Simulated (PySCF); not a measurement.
Below is a simulated gas-phase C 1s photoelectron spectrum of `C1=C[C@H]2CC[C@@H]1C2`.

Every computed line was given a Gaussian of 0.8 eV full width at half maximum and an area set by the number of equivalent atoms; the highest printed point is 100. Method: delta-SCF UKS SCAN, pcX-2 on the ionised atom, pcseg-1 elsewhere, spin-free X2C (PySCF 2.14.0).

```csv
binding energy (eV),intensity
288.7,0
288.8,0
288.9,1
289.0,2
289.1,4
289.2,7
289.3,12
289.4,18
289.5,27
289.6,38
289.7,49
289.8,62
289.9,74
290.0,86
290.1,95
290.2,100
290.3,100
290.4,94
290.5,83
290.6,68
290.7,52
290.8,36
290.9,24
291.0,14
291.1,8
291.2,4
291.3,2
291.4,1
291.5,0
291.6,0
```

Question: Count the maxima, the lines and the sites behind this envelope.

Answer: The curve has 1 maximum (at 290.2 eV). Under it lie 4 lines from 4 inequivalent carbon sites. At this width some lines have no maximum of their own.

Question: Decompose the envelope and assign each component. Numbering: `[CH:1]1=[CH:2][C@H:3]2[CH2:4][CH2:5][C@@H:6]1[CH2:7]2`.

Answer: 
```tsv
position (eV)	relative area	line	atoms	environment
289.83	2	C 1s	C1/C2	alkene CH carbon
290.26	1	C 1s	C7	ring CH2 carbon
290.28	2	C 1s	C4/C5	ring CH2 carbon
290.43	2	C 1s	C3/C6	sp3 carbon at a ring junction
```

Question: What are the centre and the root-mean-square width of the whole band?

Answer: The area-weighted mean of the lines is 290.19 eV. Their own spread about it is 0.24 eV (rms) and each Gaussian has σ = 0.8/2.355 = 0.34 eV; the variances add, which gives 0.42 eV.

Lowest listed C 1s: C1/C2, bonded to C (double bond), C and H. Highest, 0.60 eV above it: C3/C6, bonded to 3 C and H. The widest gap between neighbouring values is 0.43 eV, between 289.83 and 290.26 eV. Summing the Pauling electronegativity differences to the bonded atoms, each weighted by its formal bond order, gives -0.35 for the lowest site and -0.35 for the highest; no listed site has a larger sum than the highest. The smallest sum, -0.70, belongs to C7, 0.43 eV above the lowest. The values 290.26 and 290.28 eV lie too close for their order to be trusted.

Shake-up satellites, vibrational structure and lifetime widths aren't simulated. Atoms equivalent by their bonding share one computed value, that of the first of them. Isolated species at its PBE0-D3(BJ)/def2-SVP geometry, gas phase.
